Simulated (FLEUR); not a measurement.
The system is Ni3Ge.

```xyz
4
Lattice="3.5303 0.0000 0.0000 0.0000 3.5303 0.0000 0.0000 0.0000 3.5303" Properties=species:S:1:pos:R:3 pbc="T T T"
Ge    0.0000    0.0000    0.0000
Ni    1.7652    1.7652    0.0000
Ni    0.0000    1.7652    1.7652
Ni    1.7652    0.0000    1.7652
```

The cell comes from a database or a generator and needn't be the stable form of this composition.

Base run:

| Item | Value |
| --- | --- |
| Program | FLEUR MaX-R8.1 (later development tree) |
| Functional | r2SCAN |
| Potentials or basis | all-electron |
| Basis | FLAPW |
| Kmax | 4.5 1/bohr |
| k mesh | 8 × 8 × 8 |
| Occupations | fermi-dirac, width 0.05 eV |
| Spin | collinear spin, ferromagnetic start |
| Starting moments | [0.0, 1.001, 1.001, 1.001] μB |

Its results: net moment 0.14 μB per cell.

Q: The run is repeated on the same cell with these changes: functional from r2SCAN to LDA. What comes out?

A: Net moment 0.00 μB per cell.

Caveats: the meta-GGA is that of a development version, with a GGA for the radial functions and cores and without core tails (some runs).
